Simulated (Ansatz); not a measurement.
**Si2Mo: frozen normal mode**

All numbers below come from DFT PBEsol, scalar-relativistic, plane waves, PAW (Ansatz 0.2.0). Settings: plane waves to 420 eV, k-mesh 12×12×6 (Γ-centred), Gaussian smearing 0.15 eV. No spin polarisation. Energies are free energies at this smearing, counted from the undisturbed cell; pressure is positive in compression.

The undisturbed cell (relaxed at this level; this form isn't the usual structure):

```
CELL_PARAMETERS angstrom
4.57444 0.00000 0.00000
-2.28722 3.96158 0.00000
0.00000 0.00000 6.56656
ATOMIC_POSITIONS crystal
Si 0.16417 0.83583 0.83333
Si 0.32834 0.16417 0.16667
Si 0.83583 0.67166 0.50000
Si 0.83583 0.16417 0.83333
Si 0.67166 0.83583 0.16667
Si 0.16417 0.32834 0.50000
Mo 0.50000 0.00000 0.50000
Mo 0.00000 0.50000 0.16667
Mo 0.50000 0.50000 0.83333
```

A zone-centre mode of this cell is frozen in: each atom moves by x times its row below, so x is the largest displacement.
```
atom ux uy uz
 Si1   0.102   0.478   0.873
 Si2   0.214   0.510   0.627
 Si3   0.131   0.591   0.245
 Si4   0.102   0.478  -0.873
 Si5   0.214   0.510  -0.627
 Si6   0.131   0.591  -0.245
 Mo7  -0.099  -0.267   0.000
 Mo8  -0.046  -0.318   0.000
 Mo9  -0.117  -0.338   0.000
```

x (Å), ΔE (meV/cell) and a bar:
```
  -0.2000      609.5 ##############################
  -0.1000      150.7 #######
   0.0000        0.0
   0.0500       37.6 ##
   0.1500      340.6 #################
   0.1750      465.1 #######################
```

By symmetry 0.2000 repeats -0.2000, -0.1500 repeats 0.1500, 0.1000 repeats -0.1000, -0.0500 repeats 0.0500 in energy, with the opposite slope along the path.